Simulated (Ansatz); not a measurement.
# Molybdenum (fcc) across density functionals

All rows: Ansatz, plane waves with scalar-relativistic PAW, 420 eV (500 eV for the SCAN forms), relaxed under each functional, no dispersion correction, no zero-point motion. B₀ comes from uniform scaling at fixed shape; a dash is a value not given.

| functional | V (Å³/atom) | cell | B₀ (GPa) | magnetic state | ΔE to bcc (meV/atom) |
| --- | --- | --- | --- | --- | --- |
| PBE | 16.04 | a = 4.003 Å | 239 | spin not included | 426 |
| r²SCAN | 15.86 | a = 3.988 Å | 252 | spin not included | 488 |
| PBEsol | 15.54 | a = 3.961 Å | 257 | spin not included | 436 |
| revPBE | 16.20 | a = 4.017 Å | 232 | spin not included | 424 |
| RPBE | 16.27 | a = 4.022 Å | 230 | spin not included | 423 |
| BLYP | 16.67 | a = 4.055 Å | 215 | spin not included | 386 |

PBEsol gives the smallest volume and BLYP the largest.
